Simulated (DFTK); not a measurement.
The system is ZrS2.

```
Zr S
1.0
     3.69138    0.00000    0.00000
    -1.84569    3.19683    0.00000
     0.00000    0.00000    6.04108
Zr S
1 2
Cartesian
  0.0000 0.0000 0.0000
  0.0000 2.1312 1.4372
  1.8457 1.0656 4.6038
```

The cell is a database's computed one.

Base run:

```yaml
Program: DFTK 0.8.2
Functional: r2SCAN
Potentials_or_basis: SG15 1.2 (PBE)
Cutoff: 1225 eV
k_mesh: 6 × 6 × 4
Occupations: fermi-dirac, width 0.05 eV
Spin: no spin polarisation
```

Its results: band gap on the k mesh 1.41 eV, indirect (least direct gap 2.00 eV); pressure 0.0 GPa; largest force 0.027 eV/Å.

The run is repeated on the same cell with these changes: functional from r2SCAN to PBE. What comes out?

Band gap on the k mesh 1.07 eV, indirect (least direct gap 1.63 eV); pressure 0.6 GPa; largest force 0.055 eV/Å.

r2SCAN gives the wider gap, since meta-GGAs in the generalised Kohn-Sham scheme recover part of the derivative discontinuity.

Caveats: the potentials were made for another functional, which shifts forces and pressure (some runs); this functional lacks dispersion, which binds the layers, so the pressure and a relaxed spacing across them are unreliable (some runs).

A k mesh can miss the band edges.
